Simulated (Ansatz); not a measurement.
## Clamped-ion strain scan in C

The calculation used DFT PBE+D3(BJ), scalar-relativistic, plane waves, PAW (Ansatz). Settings: plane waves to 350 eV, k-mesh 6×6×6 (Γ-centred), Gaussian smearing 0.05 eV. The mesh is coarse. The cutoff lies under the one recommended for these potentials. No spin polarisation. Energies are free energies at this smearing, counted from the undisturbed cell; pressure is positive in compression.

The undisturbed cell (as given, not relaxed at this level; it stands at 3.2 GPa):

```xyz
2
Lattice="1.2280 0.7090 3.3470 -1.2280 0.7090 3.3470 0.0000 -1.4180 3.3470" Properties=species:S:1:pos:R:3 pbc="T T T"
C     0.0000    0.0000    1.6467
C     0.0000    0.0000    8.3943
```

The cell is strained by ε times the Voigt pattern (1, 1, 0, 0, 0, 0) (xx, yy, zz, yz, xz, xy; engineering shear) with fractional coordinates fixed.

```csv
ε,ΔE (meV/atom),"stress summed along the pattern (GPa, tension positive)",pressure (GPa),gap on the mesh (eV)
-0.1000,984.8,-428.41,141.8,0.65
-0.0750,542.1,-289.57,95.7,0.68
-0.0500,243.4,-182.30,60.0,0.71
-0.0250,65.9,?,?,0.73
0.0000,0.0,-11.34,3.2,0.75
0.0250,?,?,-16.8,0.77
0.0500,130.8,94.34,-31.8,0.79
0.0750,294.3,128.78,-43.2,0.81
0.0875,393.7,?,-47.7,?
0.1000,504.4,153.59,-51.4,0.82
```

Q: Give the withheld values.

A: stress summed along the pattern (GPa, tension positive) at ε = -0.0250: -89.79; pressure (GPa) at ε = -0.0250: 29.3; ΔE (meV/atom) at ε = 0.0250: 28.0; stress summed along the pattern (GPa, tension positive) at ε = 0.0250: 48.88; stress summed along the pattern (GPa, tension positive) at ε = 0.0875: 142.22; gap on the mesh (eV) at ε = 0.0875: 0.81.

Cost: 10 runs of about 0.042 core-minutes in all, on Intel Xeon 6975P-C (Granite Rapids) (shared hosts).